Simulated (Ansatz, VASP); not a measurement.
PbSe in VASP and in Ansatz

```
Pb Se
1.0
     0.00000    3.53338    3.53338
     3.53338    0.00000    3.53338
     3.53338    3.53338    0.00000
Pb Se
1 1
Direct
  0.00000 0.00000 0.00000
  0.75000 0.75000 0.75000
```

Change from the starting cell: ordered vacancies on the anion sites of fluorite (F-43m, No. 216).

Alike in both runs: task single point; functional PBE; k mesh 4 × 4 × 4; occupations gaussian, width 0.1 eV; no spin polarisation.

```csv
,VASP,Ansatz
version,VASP 6.6.1,Ansatz 0.2.0
potentials or method,"VASP PAW PBE potentials, release 64 (Pb_d, Se)","scalar-relativistic, plane waves, PAW"
plane-wave cutoff (eV),520,420
valence electrons in the cell,20,30
```

```tsv
	VASP	Ansatz	Ansatz less VASP
gap on the k mesh at the Fermi level (eV)	0.82	0.82	-0.001
least direct gap on the mesh (eV)	1.24	1.24	-0.002
pressure (GPa)	-1.9	-1.9	+0.01
```

The two sets of potentials don't hold the same shells in valence.

Caveats: spin-orbit coupling is left out, which as a rule narrows the gap of such compounds by several tenths of an eV. A k mesh can miss the band edges.
